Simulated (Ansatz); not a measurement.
Wanted: the native input for an Ansatz 0.2.0 run.

```yaml
Task: Born charges and dielectric tensor
Functional: PBE
Potentials_or_basis: Ansatz PAW
Cutoff: "420 eV (not typed: the program's choice for these potentials)"
k_mesh: 8 × 8 × 2
Occupations: fixed
Spin: no spin polarisation
```

The system is WS2, a slab with vacuum.

```xyz
6
Lattice="3.1832 0.0000 0.0000 -1.5916 2.7567 0.0000 0.0000 0.0000 23.6688" Properties=species:S:1:pos:R:3 pbc="T T T"
W     1.5916    0.9189    8.5842
W     0.0000    1.8378   15.0845
S     1.5916    0.9189   16.6435
S     0.0000    1.8378   10.1434
S     1.5916    0.9189   13.5253
S     0.0000    1.8378    7.0253
```

One way to write it, as run:

input.yaml

```yaml
crystal:
  lattice:
    - [3.1832085602, 0.0, 0.0]
    - [-1.5916042801, 2.7567394786, 0.0]
    - [0.0, 0.0, 23.66876325]
  atoms:
    - { symbol: W, position: [0.6666666667, 0.3333333333, 0.36268246] }
    - { symbol: W, position: [0.3333333333, 0.6666666667, 0.63731754] }
    - { symbol: S, position: [0.6666666667, 0.3333333333, 0.70318389] }
    - { symbol: S, position: [0.3333333333, 0.6666666667, 0.42855817] }
    - { symbol: S, position: [0.6666666667, 0.3333333333, 0.57144183] }
    - { symbol: S, position: [0.3333333333, 0.6666666667, 0.29681611] }
hamiltonian:
  xc: pbe
  pseudopotentials: { kind: paw }
kpoints:
  mp_grid: { grid: [8, 8, 2] }
scf:
  occupations: { method: fixed }
output:
  eigenvalues: true
dielectric:
  method: response
```

Potentials or basis: Ansatz PAW.

The run is started by

```console
$ ansatz run input.yaml --threads 2 --pin off --max-ram 5632MiB --backend cpu --events-out ev --progress --plain --runs-dir out
```

It gave:

```json
{
  "Band gap on the k mesh": "1.72 eV, indirect (least direct gap 2.23 eV)",
  "Electronic dielectric tensor (diagonal)": "7.67, 7.67, 1.76",
  "Born charges (mean of the diagonal)": "W -0.39; S +0.20, +0.19 e"
}
```

Caveat: spin-orbit coupling is left out, which moves the levels of the heavy elements.

Run time: 5 min on 2 threads of Intel(R) Xeon(R) Processor @ 2.50GHz (Skylake/Cascade Lake), with other jobs on the host, peak memory 1.6 GiB.
